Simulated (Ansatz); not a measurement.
## Relaxation path: HgTe (wurtzite type)

DFT, PBE, PAW with Ansatz's default frozen-core files, scalar-relativistic (Ansatz 0.2.0); a Γ-centred 8×8×5 k mesh, Fermi–Dirac smearing of 0.05 eV, no spin polarisation. The run relaxes shape and atoms at held volume.

Command: `ansatz run input.yaml --threads 1 --pin off --max-ram 3072MiB --backend cpu --events-out ev --progress --plain --runs-dir out` It took 48 s on 1 thread of Intel(R) Xeon(R) Platinum 8488C (Sapphire Rapids), on a shared host, peak memory 0.48 GiB.

PAW: frozen-core files, cutoff 420 eV; forces are relaxed below 0.005 eV/Å.

Each step lists its free energy a cell above the last geometry, the pressure, the cell vectors (Å), and Cartesian positions (Å) with forces (eV/Å).

The first step:

```
step 1  dF = 38.08 meV  P = 25.9 GPa
  cell 4.2094 0.0000 0.0000  -2.1047 3.6454 0.0000  0.0000 0.0000 6.9077
  Hg 0.0000 2.4303 0.0045   0.0000 0.0000 0.1004
  Hg 2.1047 1.2151 3.4583   0.0000 0.0000 0.1004
  Te 0.0000 2.4303 2.5929   0.0000 0.0000 -0.1004
  Te 2.1047 1.2151 6.0467   0.0000 0.0000 -0.1004
```

Spin–orbit coupling is left out, which matters for the heavy atoms.

Q: Where does the relaxation end, and by which steps?

A: After 6 geometries, with conventional a, b, c = 4.052, 4.052, 7.455 Å, at 26.499 Å³/atom and 24.2 GPa in space group P6_3mc, with a shortest distance of 2.551 Å. The further steps:
```
step 2  dF = 32.93 meV  P = 25.9 GPa
  cell 4.1959 0.0000 0.0000  -2.0980 3.6338 0.0000  0.0000 0.0000 6.9520
  Hg 0.0000 2.4225 0.0186   0.0000 0.0000 0.0235
  Hg 2.0980 1.2113 3.4946   0.0000 0.0000 0.0235
  Te 0.0000 2.4225 2.5953   0.0000 0.0000 -0.0234
  Te 2.0980 1.2113 6.0713   0.0000 0.0000 -0.0234
step 3  dF = 21.85 meV  P = 24.9 GPa
  cell 4.0970 0.0000 0.0000  -2.0485 3.5481 0.0000  0.0000 0.0000 7.2918
  Hg 0.0000 2.3654 0.1114   0.0000 0.0000 -0.4915
  Hg 2.0485 1.1827 3.7573   0.0000 0.0000 -0.4915
  Te 0.0000 2.3654 2.6303   0.0000 0.0000 0.4914
  Te 2.0485 1.1827 6.2762   0.0000 0.0000 0.4914
step 4  dF = 0.25 meV  P = 24.4 GPa
  cell 4.0596 0.0000 0.0000  -2.0298 3.5158 0.0000  0.0000 0.0000 7.4266
  Hg 0.0000 2.3438 0.1195   0.0000 0.0000 0.0288
  Hg 2.0298 1.1719 3.8328   0.0000 0.0000 0.0288
  Te 0.0000 2.3438 2.6729   0.0000 0.0000 -0.0287
  Te 2.0298 1.1719 6.3862   0.0000 0.0000 -0.0287
step 5  dF = 0.27 meV  P = 24.1 GPa  (not accepted)
  cell 4.0433 0.0000 0.0000  -2.0217 3.5016 0.0000  0.0000 0.0000 7.4867
  Hg 0.0000 2.3344 0.1332   0.0000 0.0000 -0.0328
  Hg 2.0217 1.1672 3.8766   0.0000 0.0000 -0.0328
  Te 0.0000 2.3344 2.6817   0.0000 0.0000 0.0327
  Te 2.0217 1.1672 6.4251   0.0000 0.0000 0.0327
step 6  dF = 0.00 meV  P = 24.2 GPa
  cell 4.0520 0.0000 0.0000  -2.0260 3.5091 0.0000  0.0000 0.0000 7.4546
  Hg 0.0000 2.3394 0.1259   0.0000 0.0000 0.0019
  Hg 2.0260 1.1697 3.8532   0.0000 0.0000 0.0019
  Te 0.0000 2.3394 2.6770   0.0000 0.0000 -0.0019
  Te 2.0260 1.1697 6.4043   0.0000 0.0000 -0.0019
step 7  dF = -0.22 meV  P = 24.2 GPa  (same geometry on a basis chosen anew; earlier energies don't compare to the last digit)
  cell 4.0520 0.0000 0.0000  -2.0260 3.5091 0.0000  0.0000 0.0000 7.4546
  Hg 0.0000 2.3394 0.1259   0.0000 0.0000 0.0030
  Hg 2.0260 1.1697 3.8532   0.0000 0.0000 0.0030
  Te 0.0000 2.3394 2.6770   0.0000 0.0000 -0.0030
  Te 2.0260 1.1697 6.4043   0.0000 0.0000 -0.0030
```
